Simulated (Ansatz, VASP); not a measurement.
# Pb: VASP beside Ansatz

```
Pb
1.0
     0.00000    3.46742    3.46742
     3.46742    0.00000    3.46742
     3.46742    3.46742    0.00000
Pb
2
Direct
  0.00000 0.00000 0.00000
  0.25000 0.25000 0.25000
```

Change from the starting cell: volume scaled by 1.025.

Alike in both runs: task single point; functional PBE; k mesh 8 × 8 × 8; occupations fermi-dirac, width 0.05 eV; no spin polarisation.

|  | VASP | Ansatz |
| --- | --- | --- |
| version | VASP 6.6.1 | Ansatz 0.2.0 |
| potentials or method | VASP PAW PBE potentials, release 64 (Pb_d), cutoff 520 eV | all-electron LAPW, scalar-relativistic |

|  | VASP | Ansatz | Ansatz less VASP |
| --- | --- | --- | --- |
| pressure (GPa) | 1.5 | 1.5 | +0.06 |

Ansatz ran all-electron here, so the differences hold the error of VASP's frozen core and of both bases.

The runs have no spin-orbit coupling, so splittings on Pb are missing.
